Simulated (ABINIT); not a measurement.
# HfB2 (P6/mmm) in ABINIT: further runs

The runs below take HfB2 through band structure, with r2SCAN.

All numbers are computed with ABINIT 10.8.3 (patched build); they aren't measurements. Logs are shortened: lines on timing, memory, paths and dates and some standing lists are left out, and cuts for length are marked. The log counts tension as positive stress, the text compression.

### 1 The crystal as given

It takes space group P6/mmm (No. 191, hexagonal). Conventional cell: a = 3.140 Å, b = 3.140 Å, c = 3.480 Å, α = 90.00°, β = 90.00°, γ = 120.00°. Hf (site symmetry 6/mmm) is surrounded by 12 B at 2.51 Å. B (site symmetry -6m2) has 3 B at 1.81 Å as nearest neighbours.

### 2 Band structure, r2SCAN

Contents of run.abi:

```
ndtset 2

pp_dirpath "./"
pseudos "Hf.GGA_PBE-ansatz.xml, B.GGA_PBE-ansatz.xml"

acell 3*1.0
rprim
     5.9337400313     0.0000000000     0.0000000000
    -2.9668700157     5.1387696066     0.0000000000
     0.0000000000     0.0000000000     6.5762469137
ntypat 2
znucl 72 5
natom 3
typat 1 2 2
xred
     0.0000000000     0.0000000000     0.0000000000
     0.6666666667     0.3333333333     0.5000000000
     0.3333333333     0.6666666667     0.5000000000

ecut 489.804952 eV
pawecutdg 36.0
pawovlp -1

ixc -497498
usekden 1
pawxcdev 0

occopt 3
tsmear 0.05 eV

nstep 100

iomode 3
prtwf 0
prteig 0
prtebands 0
enunit 1
prtden1 1
prtkden1 1
prtvha1 1
prtvclmb1 1
prtpot1 1

kptopt1 1
ngkpt1 10 10 8
nshiftk1 1
shiftk1 0.0 0.0 0.0
nband1 20
tolvrs1 1.0e-7

iscf2 -2
getden2 1
getkden2 1
nband2 26
nbdbuf2 4
tolwfr2 1.0e-11
kptopt2 -7
ndivsm2 8
prteig2 1
kptbounds2
     0.0000000000     0.0000000000     0.0000000000
     0.5000000000     0.0000000000     0.0000000000
     0.3333333333     0.3333333333     0.0000000000
     0.0000000000     0.0000000000     0.0000000000
     0.0000000000     0.0000000000     0.5000000000
     0.5000000000     0.0000000000     0.5000000000
     0.3333333333     0.3333333333     0.5000000000
     0.0000000000     0.0000000000     0.5000000000
```

Potentials or basis: Ansatz PAW PBE default generated set, frozen core.

Command:

```console
> mpirun --bind-to none -np 4 abinit run.abi > log 2>&1
```

run.abo:

```text
[... set-up lines left out ...]
 ETOT  1  -275.55035987343    -2.756E+02 9.268E+00 2.465E+01
 ETOT  2  -277.90989060120    -2.360E+00 9.694E-01 1.679E+01
 ETOT  3  -277.83621466864     7.368E-02 1.231E+00 3.394E+00
 ETOT  4  -277.85168701891    -1.547E-02 9.645E-02 1.481E+00
 ETOT  5  -277.84278907843     8.898E-03 1.388E-01 1.706E-02
 ETOT  6  -277.84417778589    -1.389E-03 4.921E-02 5.640E-02
 ETOT  7  -277.84405935105     1.184E-04 1.056E-01 3.678E-02
 ETOT  8  -277.84396633571     9.302E-05 3.710E-02 7.693E-04
 ETOT  9  -277.84396548341     8.523E-07 3.281E-02 1.740E-04
 ETOT 10  -277.84397209666    -6.613E-06 2.388E-02 9.178E-05
 ETOT 11  -277.84397225114    -1.545E-07 2.252E-02 6.427E-05
 ETOT 12  -277.84397194839     3.028E-07 1.496E-02 2.778E-05
 ETOT 13  -277.84397186121     8.718E-08 1.648E-02 8.839E-06
 ETOT 14  -277.84397182600     3.521E-08 7.739E-03 4.524E-08

 At SCF step   14       nres2   =  4.52E-08 < tolvrs=  1.00E-07 =>converged.

Result for kinetic energy density :

--------------------------------------------------------------------------------
 Total kinetic energy density [Ha/Bohr^3]
)     Maximum=    1.9400E+00  at reduced coord.    0.0000    0.0000    0.0000
)     Minimum=    1.0037E-02  at reduced coord.    0.6667    0.3333    0.0000
   Integrated=    1.9327E+01
--------------------------------------------------------------------------------

 Cartesian components of stress tensor (hartree/bohr^3)
  sigma(1 1)=  4.00696065E-05  sigma(3 2)=  0.00000000E+00
  sigma(2 2)=  4.00696055E-05  sigma(3 1)=  0.00000000E+00
  sigma(3 3)= -7.49450334E-08  sigma(2 1)=  5.72233085E-13

--- !ResultsGS
iteration_state: {dtset: 1, }
comment   : Summary of ground state results
lattice_vectors:
- [  5.9337400,   0.0000000,   0.0000000, ]
- [ -2.9668700,   5.1387696,   0.0000000, ]
- [  0.0000000,   0.0000000,   6.5762469, ]
lattice_lengths: [   5.93374,    5.93374,    6.57625, ]
lattice_angles: [ 90.000,  90.000, 120.000, ] # degrees, (23, 13, 12)
lattice_volume:   2.0052373E+02
convergence: {deltae:  3.521E-08, res2:  4.524E-08, residm:  7.739E-03, diffor: null, }
etotal    :  -2.77843972E+02
entropy   :   0.00000000E+00
fermie    :   3.84226372E-01
cartesian_stress_tensor: # hartree/bohr^3
- [  4.00696065E-05,   5.72233085E-13,   0.00000000E+00, ]
- [  5.72233085E-13,   4.00696055E-05,   0.00000000E+00, ]
- [  0.00000000E+00,   0.00000000E+00,  -7.49450334E-08, ]
pressure_GPa:  -7.8519E-01
xred      :
- [  0.0000E+00,   0.0000E+00,   0.0000E+00, Hf]
- [  6.6667E-01,   3.3333E-01,   5.0000E-01,  B]
- [  3.3333E-01,   6.6667E-01,   5.0000E-01,  B]
cartesian_forces: # hartree/bohr
- [  6.05047341E-29,   3.49324245E-29,  -0.00000000E+00, ]
- [ -1.21009468E-28,  -2.79459396E-28,  -0.00000000E+00, ]
- [  6.05047341E-29,   2.44526972E-28,  -0.00000000E+00, ]
force_length_stats: {min:   6.98648491E-29, max:   3.04533817E-28, mean:   2.08766654E-28, }
...

 Integrated electronic density in atomic spheres:
 ------------------------------------------------
 Atom  Sphere_radius  Integrated_density
    1        2.63806         24.37296913
    2        2.17696          3.31401531
    3        2.17696          3.31401531

================================================================================

 ----iterations are completed or convergence reached----

 Mean square residual over all n,k,spin=   25.692E-06; max=  77.388E-04
 reduced coordinates (array xred) for    3 atoms
       0.000000000000      0.000000000000      0.000000000000
       0.666666666667      0.333333333333      0.500000000000
       0.333333333333      0.666666666667      0.500000000000
 rms dE/dt=  6.2184E-28; max dE/dt=  1.0771E-27; dE/dt below (all hartree)
    1       0.000000000000      0.000000000000      0.000000000000
    2       0.000000000000      0.000000000000      0.000000000000
    3       0.000000000000     -0.000000000000      0.000000000000

[... 115 lines left out ...]
 -5.6524E-02 -5.5906E-02 -5.5906E-02 -5.5796E-02 -5.5796E-02 -5.2258E-02
  2.7241E-01  2.7449E-01  2.7449E-01  2.7642E-01  5.4218E-01  5.4218E-01
  5.6753E-01  5.6753E-01  5.7538E-01  5.7831E-01  5.7831E-01  6.9333E-01
  7.2690E-01  1.0034E+00
 Non-SCF case, kpt    2 (  0.03571  0.00000  0.00000), residuals and eigenvalues=
  6.98E-12  5.35E-12  5.37E-12  2.72E-12  6.92E-13  3.08E-12  2.56E-12  8.34E-12
  2.58E-12  9.39E-12  2.47E-12  5.42E-12  7.21E-13  2.87E-12  8.71E-13  3.41E-12
  2.20E-12  3.40E-12  7.07E-12  3.17E-12  5.17E-12  9.33E-12  2.33E-12  4.98E-12
[... 852 lines left out ...]
 -5.6627E-02 -5.6498E-02 -5.5080E-02 -5.5063E-02 -5.2605E-02 -5.2290E-02
  6.3627E-02  3.3208E-01  3.3390E-01  4.0809E-01  4.0850E-01  4.2062E-01
  4.2736E-01  4.7568E-01  5.9133E-01  6.6712E-01  8.1950E-01  8.6938E-01
  8.6950E-01  9.4866E-01
 Non-SCF case, kpt   88 (  0.00000  0.00000  0.50000), residuals and eigenvalues=
  3.81E-12  2.14E-12  2.34E-12  3.22E-12  6.13E-12  6.80E-12  6.56E-12  7.79E-12
  4.37E-12  4.35E-12  9.09E-13  8.51E-12  2.38E-12  5.82E-12  7.87E-12  6.22E-12
  8.33E-13  1.22E-12  8.70E-12  1.46E-12  2.11E-12  6.79E-12  1.50E-10  2.06E-08
  3.55E-07  4.09E-05
 -1.9518E+00 -7.9416E-01 -7.6473E-01 -7.6473E-01 -6.7653E-02 -5.6650E-02
 -5.6650E-02 -5.6531E-02 -5.5059E-02 -5.5059E-02 -5.2675E-02 -5.2253E-02
  6.2040E-02  3.4205E-01  3.4205E-01  3.9939E-01  3.9939E-01  4.2583E-01
  4.2583E-01  4.7484E-01  5.8488E-01  6.6483E-01  8.1897E-01  8.6961E-01
  8.6961E-01  9.5151E-01

Result for kinetic energy density :

--------------------------------------------------------------------------------
 Total kinetic energy density [Ha/Bohr^3]
)     Maximum=    1.9400E+00  at reduced coord.    0.0000    0.0000    0.0000
)     Minimum=    1.0037E-02  at reduced coord.    0.6667    0.3333    0.0000
   Integrated=    1.9327E+01
--------------------------------------------------------------------------------

--- !ResultsGS
iteration_state: {dtset: 2, }
comment   : Summary of ground state results
lattice_vectors:
- [  5.9337400,   0.0000000,   0.0000000, ]
- [ -2.9668700,   5.1387696,   0.0000000, ]
- [  0.0000000,   0.0000000,   6.5762469, ]
lattice_lengths: [   5.93374,    5.93374,    6.57625, ]
lattice_angles: [ 90.000,  90.000, 120.000, ] # degrees, (23, 13, 12)
lattice_volume:   2.0052373E+02
convergence: {deltae:  0.000E+00, res2:  0.000E+00, residm:  9.986E-12, diffor:  0.000E+00, }
etotal    :  -2.77843972E+02
entropy   :   0.00000000E+00
fermie    :   3.84226372E-01
cartesian_stress_tensor: null
pressure_GPa: null
xred      :
- [  0.0000E+00,   0.0000E+00,   0.0000E+00, Hf]
- [  6.6667E-01,   3.3333E-01,   5.0000E-01,  B]
- [  3.3333E-01,   6.6667E-01,   5.0000E-01,  B]
cartesian_forces: null
force_length_stats: {min: null, max: null, mean: null, }
...

 Integrated electronic density in atomic spheres:
 ------------------------------------------------
 Atom  Sphere_radius  Integrated_density
    1        2.63806         24.37296913
    2        2.17696          3.31401531
    3        2.17696          3.31401531

================================================================================

 ----iterations are completed or convergence reached----

 Mean square residual over all n,k,spin=   43.989E-13; max=  99.858E-13
 reduced coordinates (array xred) for    3 atoms
       0.000000000000      0.000000000000      0.000000000000
       0.666666666667      0.333333333333      0.500000000000
       0.333333333333      0.666666666667      0.500000000000

 cartesian coordinates (angstrom) at end:
    1      0.00000000000000     0.00000000000000     0.00000000000000
    2      1.56999999891948     0.90643992201629     1.73999999882018
    3     -0.00000000001764     1.81287984403258     1.73999999882018
 length scales=  1.000000000000  1.000000000000  1.000000000000 bohr
              =  0.529177210544  0.529177210544  0.529177210544 angstroms
 Eigenvalues (   eV  ) for nkpt=  88  k points:
 kpt#   1, nband= 26, wtk=  1.00000, kpt=  0.0000  0.0000  0.0000 (reduced coord)
 -53.11774  -21.32372  -20.83071  -20.83071   -4.13140   -1.55823   -1.53810   -1.52128
  -1.52128   -1.51827   -1.51827   -1.42200    7.41277    7.46939    7.46939    7.52191
  14.75358   14.75358   15.44335   15.44335   15.65676   15.73670   15.73670   18.86651
  19.77992   27.30465
 kpt#   2, nband= 26, wtk=  1.00000, kpt=  0.0357  0.0000  0.0000 (reduced coord)
 -53.11709  -21.32198  -20.84131  -20.83302   -4.10237   -1.55767   -1.53727   -1.52191
  -1.52153   -1.51849   -1.51787   -1.42305    7.37819    7.44303    7.46771    7.49702
  14.73265   14.79274   15.01334   15.13164   15.78786   16.08442   16.13353   18.77019
  19.86457   27.36884
 kpt#   3, nband= 26, wtk=  1.00000, kpt=  0.0714  0.0000  0.0000 (reduced coord)
 -53.11515  -21.31686  -20.87245  -20.83983   -4.01591   -1.55604   -1.53481   -1.52372
  -1.52227   -1.51908   -1.51669   -1.42614    7.12116    7.42552    7.46152    7.52941
  14.44653   14.67166   14.79919   14.89788   16.10953   16.47096   16.72152   18.51921
  20.10740   27.56335
 kpt#   4, nband= 26, wtk=  1.00000, kpt=  0.1071  0.0000  0.0000 (reduced coord)
 -53.11203  -21.30859  -20.92224  -20.85077   -3.87383   -1.55349   -1.53081   -1.52644
[... 409 lines left out ...]
 -53.10755  -21.60081  -20.84991  -20.81825   -1.81587   -1.54267   -1.53912   -1.53479
  -1.50049   -1.49865   -1.42583   -1.42539    1.85961    8.46957    8.62342   11.08049
  11.61135   11.61292   11.75300   13.01342   16.55486   18.33609   22.30700   23.64206
  23.69426   25.58561
 kpt#  87, nband= 26, wtk=  1.00000, kpt=  0.0208  0.0208  0.5000 (reduced coord)
 -53.10951  -21.60779  -20.81959  -20.81148   -1.83458   -1.54181   -1.54091   -1.53740
  -1.49880   -1.49833   -1.43146   -1.42289    1.73139    9.03631    9.08578   11.10466
  11.11593   11.44571   11.62903   12.94399   16.09094   18.15316   22.29976   23.65717
  23.66039   25.81428
 kpt#  88, nband= 26, wtk=  1.00000, kpt=  0.0000  0.0000  0.5000 (reduced coord)
 -53.11018  -21.61016  -20.80923  -20.80923   -1.84092   -1.54151   -1.54151   -1.53828
  -1.49822   -1.49822   -1.43337   -1.42189    1.68820    9.30771    9.30771   10.86806
  10.86806   11.58733   11.58733   12.92095   15.91530   18.09086   22.28526   23.66337
  23.66338   25.89193

== END DATASET(S) ==============================================================
================================================================================

 -outvars: echo values of variables after computation  --------
            acell      1.0000000000E+00  1.0000000000E+00  1.0000000000E+00 Bohr
           etotal1    -2.7784397183E+02
            fcart1     6.0504734146E-29  3.4932424547E-29 -0.0000000000E+00
                      -1.2100946829E-28 -2.7945939637E-28 -0.0000000000E+00
                       6.0504734146E-29  2.4452697183E-28 -0.0000000000E+00
            rprim      5.9337400313E+00  0.0000000000E+00  0.0000000000E+00
                      -2.9668700157E+00  5.1387696066E+00  0.0000000000E+00
                       0.0000000000E+00  0.0000000000E+00  6.5762469137E+00
           strten1     4.0069606469E-05  4.0069605518E-05 -7.4945033388E-08
                       0.0000000000E+00  0.0000000000E+00  5.7223308548E-13
           xangst      0.0000000000E+00  0.0000000000E+00  0.0000000000E+00
                       1.5699999989E+00  9.0643992202E-01  1.7399999988E+00
                      -1.7639296020E-11  1.8128798440E+00  1.7399999988E+00
             xred      0.0000000000E+00  0.0000000000E+00  0.0000000000E+00
                       6.6666666667E-01  3.3333333333E-01  5.0000000000E-01
                       3.3333333333E-01  6.6666666667E-01  5.0000000000E-01
 Calculation completed.
```

Run time: 57 s. Hardware: 4 MPI ranks of AMD EPYC 9R45 (Zen 5), shared host; peak memory 1 GiB.

Results:

```yaml
Free_energy: -7560.5196 eV
Pressure: -0.8 GPa
Band_gap_on_the_k_mesh: none (metal or under the smearing width)
```

Levels at the corners of the path, in eV from the Fermi level:
```tsv
point	band 14	band 15	band 16	band 17	band 18	band 19
Γ	-2.99	-2.99	-2.93	4.30	4.30	4.99
M	-4.29	-3.56	-2.92	2.30	2.93	5.91
K	-8.04	-2.65	-2.65	1.87	1.87	3.74
Γ	-2.99	-2.99	-2.93	4.30	4.30	4.99
A	-1.15	-1.15	0.41	0.41	1.13	1.13
L	-5.18	-4.90	-2.93	4.22	4.49	6.53
H	-5.81	-3.38	-3.38	4.88	5.82	7.25
A	-1.15	-1.15	0.41	0.41	1.13	1.13
```

Caveat: the atomic spheres overlap; the PAW data sets were made with another functional, which shifts forces and pressure a little; spin-orbit coupling is left out, which moves the levels of the heavy elements.

(Part 1 of 2 ends here.)
